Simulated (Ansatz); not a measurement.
Input and command of a plane-wave DFT calculation in Ansatz:

```yaml
crystal:
  lattice:
    - [-1.384272, 1.384272, 1.499628]
    - [1.384272, -1.384272, 1.499628]
    - [1.384272, 1.384272, -1.499628]
  atoms:
    - { symbol: Cr, position: [0.0, 0.0, 0.0] }
basis:
  ecutwfc: 420
kpoints:
  mp_grid: { grid: [24, 24, 24] }
hamiltonian:
  xc: pbe
scf:
  occupations: { method: gaussian, width: 0.15 }
output:
  forces: true
  stress: true
  eigenvalues: true
```

```bash
ansatz run input.yaml --threads 1 --pin off --max-ram 2560MiB --backend cpu --events-out ev --progress --plain --runs-dir out
```

Processor: Arm Neoverse V2, 1 thread, on a host shared with other jobs.

Q: How long does it run, and how much memory does it take?

A: About 6.1 s on 1 thread of Arm Neoverse V2 (shared host), peak memory 0.42 GiB. It solves 11 bands at 1063 k points (the mesh reduced by symmetry) with about 217 plane waves, in 6 SCF iterations.
